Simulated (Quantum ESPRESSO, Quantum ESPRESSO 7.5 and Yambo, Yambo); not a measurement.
**A GW chain in Yambo: KI (Fm-3m)**

How does a plane-wave GW calculation on KI (Fm-3m) run from the first input to the gap?

Program: Quantum ESPRESSO 7.5 and Yambo 5.3.0. Level of theory: PBE and many-body steps on it, plane waves. Results are calculated unless marked as measured.

**1. The structure**

It takes space group Fm-3m (No. 225, cubic). Conventional cell: a = 7.066 Å, b = 7.066 Å, c = 7.066 Å, α = 90.00°, β = 90.00°, γ = 90.00°. K has 6 I at 3.53 Å nearest. Nearest to I lie 6 K at 3.53 Å. Farther neighbours and most contacts between anions are not listed.

The cell and positions come from the Crystallography Open Database and are kept as given unless a step says otherwise. Spin-orbit coupling is left out unless a step names it.

**2. Ground state**

This step: Quantum ESPRESSO 7.5; DFT, PBE, plane waves, norm-conserving pseudopotentials.

The ground-state density comes first.

pw.in

```
&control
  calculation = 'scf'
  prefix = 'x'
  outdir = 'o'
  pseudo_dir = 'pseudo'
/
&system
  ibrav = 0
  nat = 2
  ntyp = 2
  ecutwfc = 76.0
  nbnd = 22
  force_symmorphic = .true.
/
&electrons
  conv_thr = 1e-10
  electron_maxstep = 80
  mixing_beta = 0.5
/
ATOMIC_SPECIES
  K 39.098 K.upf
  I 126.9 I.upf
CELL_PARAMETERS angstrom
  0.0000000000 3.5327750000 3.5327750000
  3.5327750000 0.0000000000 3.5327750000
  3.5327750000 3.5327750000 -0.0000000000
ATOMIC_POSITIONS crystal
  K 0.0000000000 0.0000000000 0.0000000000
  I 0.5000000000 0.5000000000 0.5000000000
K_POINTS automatic
  6 6 6 0 0 0
```

Command:

```bash
$ OMP_NUM_THREADS=1 mpirun -n 4 pw.x -nk 4 -in pw.in > pw.out
```

The program printed:

```text
Program PWSCF v.7.5 starts

     This program is part of the open-source Quantum ESPRESSO suite
     for quantum simulation of materials; please cite
         "P. Giannozzi et al., J. Phys.:Condens. Matter 21 395502 (2009);
         "P. Giannozzi et al., J. Phys.:Condens. Matter 29 465901 (2017);
         "P. Giannozzi et al., J. Chem. Phys. 152 154105 (2020);
     in publications or presentations arising from this work. More details at
     Message from routine setup:
     using ibrav=0 with symmetry is DISCOURAGED, use correct ibrav instead

     G-vector sticks info

     bravais-lattice index     =            0
     lattice parameter (alat)  =       9.4413  a.u.
     unit-cell volume          =     595.0789 (a.u.)^3
     number of atoms/cell      =            2
     number of atomic types    =            2
     number of electrons       =        34.00
     number of Kohn-Sham states=           22
     kinetic-energy cutoff     =      76.0000  Ry
     charge density cutoff     =     304.0000  Ry
     scf convergence threshold =      1.0E-10
     mixing beta               =       0.5000
     number of iterations used =            8  plain     mixing
     Exchange-correlation= PBE
                           (   1   4   3   4   0   0   0)

     celldm(1)=   9.441258  celldm(2)=   0.000000  celldm(3)=   0.000000
     celldm(4)=   0.000000  celldm(5)=   0.000000  celldm(6)=   0.000000

     crystal axes: (cart. coord. in units of alat)
               a(1) = (   0.000000   0.707107   0.707107 )
               a(2) = (   0.707107   0.000000   0.707107 )
               a(3) = (   0.707107   0.707107  -0.000000 )

     reciprocal axes: (cart. coord. in units 2 pi/alat)
               b(1) = ( -0.707107  0.707107  0.707107 )
               b(2) = (  0.707107 -0.707107  0.707107 )
               b(3) = (  0.707107  0.707107 -0.707107 )
     Pseudo is Norm-conserving + core correction, Zval =  9.0
     Generated using ONCVPSP code by D. R. Hamann
     Using radial grid of 2222 points,  6 beta functions with:
     Pseudo is Norm-conserving + core correction, Zval = 25.0
     Generated using ONCVPSP code by D. R. Hamann
     Using radial grid of 1188 points,  8 beta functions with:
     K                 9.00    39.09800     K ( 1.00)
     I                25.00   126.90000     I ( 1.00)

     48 Sym. Ops., with inversion, found

   Cartesian axes

     site n.     atom                  positions (alat units)
         1        K      tau(   1) = (   0.0000000   0.0000000   0.0000000  )
         2        I      tau(   2) = (   0.7071068   0.7071068   0.7071068  )

     number of k points=    16
                       cart. coord. in units 2pi/alat
        k(    1) = (   0.0000000   0.0000000   0.0000000), wk =   0.0092593
        k(    2) = (   0.1178511   0.1178511  -0.1178511), wk =   0.0740741
        k(    3) = (   0.2357023   0.2357023  -0.2357023), wk =   0.0740741
        k(    4) = (  -0.3535534  -0.3535534   0.3535534), wk =   0.0370370
        k(    5) = (   0.2357023   0.0000000  -0.0000000), wk =   0.0555556
        k(    6) = (   0.3535534   0.1178511  -0.1178511), wk =   0.2222222
        k(    7) = (  -0.2357023  -0.4714045   0.4714045), wk =   0.2222222
        k(    8) = (  -0.1178511  -0.3535534   0.3535534), wk =   0.2222222
        k(    9) = (   0.0000000  -0.2357023   0.2357023), wk =   0.1111111
        k(   10) = (   0.4714045   0.0000000  -0.0000000), wk =   0.0555556
     [... 4 further rows ...]
        k(   15) = (  -0.1178511  -0.3535534   0.5892557), wk =   0.2222222
        k(   16) = (  -0.7071068   0.2357023   0.0000000), wk =   0.1111111

     Dense  grid:    53377 G-vectors     FFT dimensions: (  54,  54,  54)

     Initial potential from superposition of free atoms

     starting charge      33.9807, renormalised to      34.0000
     Starting wfcs are   18 randomized atomic wfcs +    4 random wfcs

     per-process dynamical memory:    50.2 Mb

     Self-consistent Calculation

     iteration #  1     ecut=    76.00 Ry     beta= 0.50

     Threshold (ethr) on eigenvalues was too large:
     Diagonalizing with lowered threshold

     total energy              =    -685.65861520 Ry
     estimated scf accuracy    <       0.02472687 Ry

     iteration #  2     ecut=    76.00 Ry     beta= 0.50

     total energy              =    -685.66145008 Ry
     estimated scf accuracy    <       0.00235962 Ry

     iteration #  3     ecut=    76.00 Ry     beta= 0.50

     total energy              =    -685.66198173 Ry
     estimated scf accuracy    <       0.00023879 Ry

     iteration #  4     ecut=    76.00 Ry     beta= 0.50

     total energy              =    -685.66204321 Ry
     estimated scf accuracy    <       0.00002900 Ry

     iteration #  5     ecut=    76.00 Ry     beta= 0.50

     total energy              =    -685.66205055 Ry
     estimated scf accuracy    <       0.00000045 Ry

     iteration #  6     ecut=    76.00 Ry     beta= 0.50

     total energy              =    -685.66205106 Ry
     estimated scf accuracy    <       0.00000004 Ry

     iteration #  7     ecut=    76.00 Ry     beta= 0.50

     total energy              =    -685.66205108 Ry
     estimated scf accuracy    <          2.5E-09 Ry

     iteration #  8     ecut=    76.00 Ry     beta= 0.50

     End of self-consistent calculation

          k = 0.0000 0.0000 0.0000 (  6615 PWs)   bands (ev):

  -170.5834-117.4416-117.4416-117.4416 -39.8303 -39.8303 -39.8214 -39.8214
   -39.8214 -25.6599  -9.1471  -9.1471  -9.1471  -7.6826   2.8347   2.8347
     2.8347   6.8023   9.3581   9.3581   9.3581  10.0787

          k = 0.1179 0.1179-0.1179 (  6645 PWs)   bands (ev):

  -170.5835-117.4416-117.4416-117.4416 -39.8371 -39.8371 -39.8300 -39.8300
   -39.8267 -25.6594  -9.1881  -9.1477  -9.1477  -7.6103   2.4191   2.7447
     2.7447   7.4248   9.2753   9.6482   9.6482  10.3944

          k = 0.2357 0.2357-0.2357 (  6634 PWs)   bands (ev):

  -170.5834-117.4417-117.4416-117.4416 -39.8338 -39.8338 -39.8314 -39.8249
   -39.8249 -25.6584  -9.2613  -9.1488  -9.1488  -7.4724   1.7847   2.5779
     2.5779   8.1956   9.8646  10.3544  10.3545  11.2227

          k =-0.3536-0.3536 0.3536 (  6658 PWs)   bands (ev):

     [... further k-points ...]

     highest occupied, lowest unoccupied level (ev):     2.8347    6.8023

!    total energy              =    -685.66205108 Ry
     estimated scf accuracy    <          6.6E-11 Ry

     The total energy is the sum of the following terms:
     one-electron contribution =    -589.30595101 Ry
     hartree contribution      =     274.97323333 Ry
     xc contribution           =     -92.17226731 Ry
     ewald contribution        =    -279.15706610 Ry

     convergence has been achieved in   8 iterations

     XML data file, charge density, pseudopotentials, collected wavefunctions

=------------------------------------------------------------------------------=
   JOB DONE.
=------------------------------------------------------------------------------=
```

Wall time 6.8 s (4 MPI ranks of Intel Xeon 6975P-C (Granite Rapids), shared host); peak memory 0.39 GiB; 26 s of CPU time.

Numbers from this step:

```
total energy               : -9328.9075 eV
gap                        : 3.968 eV
k of the valence top       : 0, 0, 0
k of the conduction bottom : 0, 0, 0
least direct gap           : 3.968 eV
```

The gap is direct, at Γ.

**3. Bands along the symmetry lines**

The cheap functional maps the bands first; the places of the edges decide which points the dearer methods must see.

pw.in

```
&control
  calculation = 'bands'
  prefix = 'x'
  outdir = 'o'
  pseudo_dir = 'pseudo'
/
&system
  ibrav = 0
  nat = 2
  ntyp = 2
  ecutwfc = 76.0
  nbnd = 23
  force_symmorphic = .true.
/
&electrons
  conv_thr = 1e-9
  electron_maxstep = 80
  diago_full_acc = .true.
  diago_thr_init = 5e-6
/
ATOMIC_SPECIES
  K 39.098 K.upf
  I 126.9 I.upf
CELL_PARAMETERS angstrom
  0.0000000000 3.5327750000 3.5327750000
  3.5327750000 0.0000000000 3.5327750000
  3.5327750000 3.5327750000 -0.0000000000
ATOMIC_POSITIONS crystal
  K 0.0000000000 0.0000000000 0.0000000000
  I 0.5000000000 0.5000000000 0.5000000000
K_POINTS crystal
  50
  0.00000000 0.00000000 0.00000000 1
  0.06250000 0.00000000 0.06250000 1
  0.12500000 0.00000000 0.12500000 1
  0.18750000 0.00000000 0.18750000 1
  0.25000000 0.00000000 0.25000000 1
  0.31250000 0.00000000 0.31250000 1
  0.37500000 0.00000000 0.37500000 1
  0.43750000 0.00000000 0.43750000 1
  0.50000000 0.00000000 0.50000000 1
  0.51562500 0.03125000 0.51562500 1
  0.53125000 0.06250000 0.53125000 1
  0.54687500 0.09375000 0.54687500 1
  0.56250000 0.12500000 0.56250000 1
  0.57812500 0.15625000 0.57812500 1
  0.59375000 0.18750000 0.59375000 1
  0.60937500 0.21875000 0.60937500 1
  0.62500000 0.25000000 0.62500000 1
  0.37500000 0.37500000 0.75000000 1
  0.32812500 0.32812500 0.65625000 1
  0.28125000 0.28125000 0.56250000 1
  0.23437500 0.23437500 0.46875000 1
  0.18750000 0.18750000 0.37500000 1
  0.14062500 0.14062500 0.28125000 1
  0.09375000 0.09375000 0.18750000 1
  0.04687500 0.04687500 0.09375000 1
  0.00000000 0.00000000 0.00000000 1
  0.06250000 0.06250000 0.06250000 1
  0.12500000 0.12500000 0.12500000 1
  0.18750000 0.18750000 0.18750000 1
  0.25000000 0.25000000 0.25000000 1
  0.31250000 0.31250000 0.31250000 1
  0.37500000 0.37500000 0.37500000 1
  0.43750000 0.43750000 0.43750000 1
  0.50000000 0.50000000 0.50000000 1
  0.50000000 0.46875000 0.53125000 1
  0.50000000 0.43750000 0.56250000 1
  0.50000000 0.40625000 0.59375000 1
  0.50000000 0.37500000 0.62500000 1
  0.50000000 0.34375000 0.65625000 1
  0.50000000 0.31250000 0.68750000 1
  0.50000000 0.28125000 0.71875000 1
  0.50000000 0.25000000 0.75000000 1
  0.50000000 0.21875000 0.71875000 1
  0.50000000 0.18750000 0.68750000 1
  0.50000000 0.15625000 0.65625000 1
  0.50000000 0.12500000 0.62500000 1
  0.50000000 0.09375000 0.59375000 1
  0.50000000 0.06250000 0.56250000 1
  0.50000000 0.03125000 0.53125000 1
  0.50000000 0.00000000 0.50000000 1
```

The program printed:

```text
[banner, memory and clock lines left out]
Program PWSCF v.7.5 starts

     Atomic positions and unit cell read from directory:
     o/x.save/

     Message from routine setup:
     using ibrav=0 with symmetry is DISCOURAGED, use correct ibrav instead

     G-vector sticks info

     bravais-lattice index     =            0
     lattice parameter (alat)  =       9.4413  a.u.
     unit-cell volume          =     595.0789 (a.u.)^3
     number of atoms/cell      =            2
     number of atomic types    =            2
     number of electrons       =        34.00
     number of Kohn-Sham states=           23
     kinetic-energy cutoff     =      76.0000  Ry
     charge density cutoff     =     304.0000  Ry
     Exchange-correlation= PBE
                           (   1   4   3   4   0   0   0)

     celldm(1)=   9.441258  celldm(2)=   0.000000  celldm(3)=   0.000000
     celldm(4)=   0.000000  celldm(5)=   0.000000  celldm(6)=   0.000000

     crystal axes: (cart. coord. in units of alat)
               a(1) = (   0.000000   0.707107   0.707107 )
               a(2) = (   0.707107   0.000000   0.707107 )
               a(3) = (   0.707107   0.707107  -0.000000 )

     reciprocal axes: (cart. coord. in units 2 pi/alat)
               b(1) = ( -0.707107  0.707107  0.707107 )
               b(2) = (  0.707107 -0.707107  0.707107 )
               b(3) = (  0.707107  0.707107 -0.707107 )
     Pseudo is Norm-conserving + core correction, Zval =  9.0
     Generated using ONCVPSP code by D. R. Hamann
     Using radial grid of 2222 points,  6 beta functions with:
     Pseudo is Norm-conserving + core correction, Zval = 25.0
     Generated using ONCVPSP code by D. R. Hamann
     Using radial grid of 1188 points,  8 beta functions with:
     K                 9.00    39.09800     K ( 1.00)
     I                25.00   126.90000     I ( 1.00)

     48 Sym. Ops., with inversion, found

   Cartesian axes

     site n.     atom                  positions (alat units)
         1        K      tau(   1) = (   0.0000000   0.0000000   0.0000000  )
         2        I      tau(   2) = (   0.7071068   0.7071068   0.7071068  )

     number of k points=    50
                       cart. coord. in units 2pi/alat
        k(    1) = (   0.0000000   0.0000000   0.0000000), wk =   0.0400000
        k(    2) = (   0.0000000   0.0883883   0.0000000), wk =   0.0400000
        k(    3) = (   0.0000000   0.1767767   0.0000000), wk =   0.0400000
[...]
[... 38 further rows ...]
        k(   49) = (   0.0441942   0.7071068   0.0000000), wk =   0.0400000
        k(   50) = (   0.0000000   0.7071068   0.0000000), wk =   0.0400000

     Dense  grid:    53377 G-vectors     FFT dimensions: (  54,  54,  54)

     The potential is recalculated from file :
     o/x.save/charge-density

     Starting wfcs are   18 randomized atomic wfcs +    5 random wfcs

     Band Structure Calculation

     End of band structure calculation

          k = 0.0000 0.0000 0.0000 (  6615 PWs)   bands (ev):

  -170.5835-117.4416-117.4416-117.4416 -39.8304 -39.8304 -39.8214 -39.8214
   -39.8214 -25.6599  -9.1471  -9.1471  -9.1471  -7.6826   2.8347   2.8347
     2.8347   6.8023   9.3581   9.3581   9.3581  10.0788  10.0788

          k = 0.0000 0.0884 0.0000 (  6647 PWs)   bands (ev):

  -170.5835-117.4417-117.4417-117.4417 -39.8387 -39.8334 -39.8309 -39.8309
   -39.8263 -25.6598  -9.1544  -9.1478  -9.1478  -7.6682   2.7413   2.8173
     2.8173   6.9381   9.2512   9.4527   9.4527  10.1051  10.1695

          k = 0.0000 0.1768 0.0000 (  6651 PWs)   bands (ev):

  -170.5835-117.4417-117.4417-117.4416 -39.8457 -39.8355 -39.8305 -39.8276
   -39.8276 -25.6595  -9.1722  -9.1497  -9.1497  -7.6310   2.5166   2.7694
     2.7694   7.2817   8.9915   9.7302   9.7302  10.1828  10.4245

          k =-0.0000 0.2652 0.0000 (  6651 PWs)   bands (ev):

[...]
k = 0.0000 0.4419-0.0000 (  6674 PWs)   bands (ev):

[...]
k =-0.0000 0.5303 0.0000 (  6678 PWs)   bands (ev):

[...]
k = 0.0000 0.6187-0.0000 (  6670 PWs)   bands (ev):

[...]
k = 0.4640 0.4640-0.0000 (  6663 PWs)   bands (ev):

[...]
k = 0.3315 0.3315-0.0000 (  6641 PWs)   bands (ev):

[...]
k = 0.3094 0.7071-0.0000 (  6674 PWs)   bands (ev):

[...]
k = 0.2210 0.7071-0.0000 (  6660 PWs)   bands (ev):

[...]
k = 0.1768 0.7071-0.0000 (  6678 PWs)   bands (ev):

[...]
k = 0.0442 0.7071 0.0000 (  6690 PWs)   bands (ev):

  -170.5836-117.4418-117.4417-117.4417 -39.8507 -39.8459 -39.8453 -39.8435
   -39.8249 -25.6572  -9.1920  -9.1667  -9.1656  -7.5390   1.8475   2.4610
     2.4622   7.8197   8.6508  10.9697  11.5276  11.5563  12.4548

          k = 0.0000 0.7071 0.0000 (  6710 PWs)   bands (ev):

  -170.5836-117.4418-117.4418-117.4418 -39.8536 -39.8503 -39.8481 -39.8481
   -39.8325 -25.6572  -9.1923  -9.1654  -9.1654  -7.5413   1.8429   2.4704
     2.4704   7.7921   8.6215  10.9556  11.5438  11.6391  12.4158

     XML data file, pseudopotentials, collected wavefunctions
```

The job ended after 7.5 s (4 MPI ranks; peak memory 0.33 GiB; 29 s of CPU time).

Numbers from this step:

| Item | Value |
| --- | --- |
| gap | 3.968 eV |
| k of the valence top | 0, 0, 0 |
| k of the conduction bottom | 0, 0, 0 |
| least direct gap | 3.968 eV |

The gap is 3.968 eV, as in the run before at this level.

The electronic bands at the labelled points (eV, zero at the top of the highest filled band):

```csv
point,band 14,band 15,band 16,band 17,band 18,band 19,band 20,band 21
Γ,-10.52,0.00,0.00,0.00,3.97,6.52,6.52,6.52
halfway,-10.39,-0.78,-0.20,-0.20,5.30,5.55,7.63,7.91
X,-10.38,-0.99,-0.36,-0.36,4.96,5.79,8.12,8.71
halfway,-10.36,-0.96,-0.49,-0.37,5.16,6.02,8.23,8.34
U,-10.32,-0.85,-0.75,-0.38,5.63,6.66,7.63,8.28
jump to K,-10.32,-0.85,-0.75,-0.38,5.63,6.66,7.63,8.28
halfway,-10.34,-0.87,-0.30,-0.24,5.55,6.31,7.22,7.43
Γ,-10.52,0.00,0.00,0.00,3.97,6.52,6.52,6.52
halfway,-10.38,-0.76,-0.18,-0.18,5.06,6.59,7.13,7.13
L,-10.24,-1.31,-0.33,-0.33,5.54,7.71,8.19,8.19
halfway,-10.28,-1.10,-0.54,-0.39,6.05,6.87,7.40,8.28
W,-10.32,-0.72,-0.72,-0.60,6.48,6.48,6.66,8.19
halfway,-10.35,-0.92,-0.48,-0.48,5.38,6.19,7.89,8.33
X,-10.38,-0.99,-0.36,-0.36,4.96,5.79,8.12,8.71
```

The electronic bands as a text plot (rows in eV, shown from -8.0 to 7.2 only):

```
    6.9 |++++             ++++  ++++++++ ++++++      ++++++++
    6.3 |++++          +++ ++++++++++++++++++         +++++++++
    5.7 |    ++++++++++  ++     +              +++++++      ++ ++
    5.0 |    ++++++++++++        ++        ++++               +++
    4.4 | +++                      +++  +++
    3.8 |+                            ++
    3.1 |
    2.5 |
    1.8 |
    1.2 |
    0.6 |
   -0.1 |****************  ***************************          *
   -0.7 |    **********************        ****     *************
   -1.3 |                   **                 ********
   -2.0 |
   -2.6 |
   -3.2 |
   -3.9 |
   -4.5 |
   -5.1 |
   -5.8 |
   -6.4 |
   -7.0 |
   -7.7 |
         Γ           X  U|K            Γ         L        W     X
```

(Part 1 of 2 ends here.)

[Paths, hosts, dates, memory and timing lines, banners, echoed tables and standing remarks are left out of the program output.]

[Logs are printed without paths, hosts, clocks, repeated set-up lines and the standing remarks that a program may print on its own settings, such as how far it seeks lower states.]

[Runs of the session that timed out or met a known fault of the program may be left out.]

[Hosts, paths, dates, database ids (printed as entryN), source tags and the programs' standing remarks are cut or masked in the printed files.]
